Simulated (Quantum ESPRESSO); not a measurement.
Rh: equation of state with PBEsol

Crystal: Rh.

```xyz
2
Lattice="2.7310 0.0000 0.0000 -1.3655 2.3651 0.0000 0.0000 0.0000 4.4285" Properties=species:S:1:pos:R:3 pbc="T T T"
Rh    0.0000    1.5767    1.1071
Rh    1.3655    0.7884    3.3214
```

This isn't the form of Rh at room conditions, which is fcc.

```yaml
Program: Quantum ESPRESSO 7.5
Task: equation of state
Functional: PBEsol
Potentials_or_basis: GBRV 1.5 PBEsol
Cutoff: 612 eV
Density_cutoff: 4898 eV
k_mesh: 11 × 11 × 6
Occupations: fermi-dirac, width 0.05 eV
Spin: no spin polarisation
```

The equilibrium volume is 13.59 Å³/atom, the bulk modulus at fixed shape and positions is 294 GPa and the pressure derivative of the bulk modulus is 5.2.

Energy against volume, from the lowest point:
```tsv
volume (Å³/atom)	energy (meV/atom)
13.444	0.21
13.730	0.00
14.016	10.15
14.302	29.41
14.588	56.65
14.874	90.87
15.160	131.21
```

All runs of the series together: 95 s on 2 threads of Intel(R) Xeon(R) Platinum 8259CL CPU @ 2.50GHz (Skylake/Cascade Lake), on a shared host.

Caveat: the cell was scaled at fixed shape and fractional positions, which overstates the stiffness of a crystal with free parameters, most of all of layers and chains.
